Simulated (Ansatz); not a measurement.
Write the native input for Ansatz 0.2.0 that does the following.

```yaml
Task: single point
Functional: PBEsol
Potentials_or_basis: Ansatz PAW
Cutoff: "420 eV (not typed: the program's choice for these potentials)"
k_mesh: 5 × 5 × 4
Occupations: fermi-dirac, width 0.05 eV
Spin: no spin polarisation
```

Crystal: Ge.

```
Ge
1.0
     5.93000    0.00000    0.00000
     0.00000    5.93000    0.00000
     0.00000    0.00000    6.98000
Ge
12
Direct
  0.37500 0.16670 0.75000
  0.33330 0.87500 0.50000
  0.62500 0.83330 0.25000
  0.66670 0.12500 0.00000
  0.87500 0.33330 0.50000
  0.83330 0.62500 0.75000
  0.12500 0.66670 0.00000
  0.16670 0.37500 0.25000
  0.57500 0.42500 0.25000
  0.92500 0.92500 0.50000
  0.42500 0.57500 0.75000
  0.07500 0.07500 0.00000
```

This isn't the form of Ge at room conditions, which is diamond.

One way to write it, as run:

input.yaml

```yaml
crystal:
  lattice:
    - [5.93, 0.0, 0.0]
    - [0.0, 5.93, 0.0]
    - [0.0, 0.0, 6.98]
  atoms:
    - { symbol: Ge, position: [0.375, 0.1667, 0.75] }
    - { symbol: Ge, position: [0.3333, 0.875, 0.5] }
    - { symbol: Ge, position: [0.625, 0.8333, 0.25] }
    - { symbol: Ge, position: [0.6667, 0.125, 0.0] }
    - { symbol: Ge, position: [0.875, 0.3333, 0.5] }
    - { symbol: Ge, position: [0.8333, 0.625, 0.75] }
    - { symbol: Ge, position: [0.125, 0.6667, 0.0] }
    - { symbol: Ge, position: [0.1667, 0.375, 0.25] }
    - { symbol: Ge, position: [0.575, 0.425, 0.25] }
    - { symbol: Ge, position: [0.925, 0.925, 0.5] }
    - { symbol: Ge, position: [0.425, 0.575, 0.75] }
    - { symbol: Ge, position: [0.075, 0.075, 0.0] }
hamiltonian:
  xc: pbesol
  pseudopotentials: { kind: paw }
kpoints:
  mp_grid: { grid: [5, 5, 4] }
scf:
  occupations: { method: fermi_dirac, width: 0.05 }
output:
  forces: true
  stress: true
  eigenvalues: true
  write_density: true
  write_potential: true
  elf: true
  volumetric_format: npy
```

Potentials or basis: Ansatz PAW.

Launch:

```console
$ ansatz run input.yaml --threads 4 --pin off --max-ram 11264MiB --backend cpu --events-out ev --progress --plain --runs-dir out
```

Results of the run:

- Pressure: 0.5 GPa
- Largest force: 0.854 eV/Å
- Band gap on the k mesh: 0.67 eV, direct

Caveat: odd divisions of the mesh miss points on the zone boundary, where band edges often lie, so the gap on the mesh can be too wide; the PAW data sets come from PBE, with cores solved anew for the run's functional, which leaves a small shift of forces and pressure.

Wall time 13 s on 4 threads of Intel(R) Xeon(R) Platinum 8375C CPU @ 2.90GHz (Ice Lake), on a shared host, peak memory 0.98 GiB.
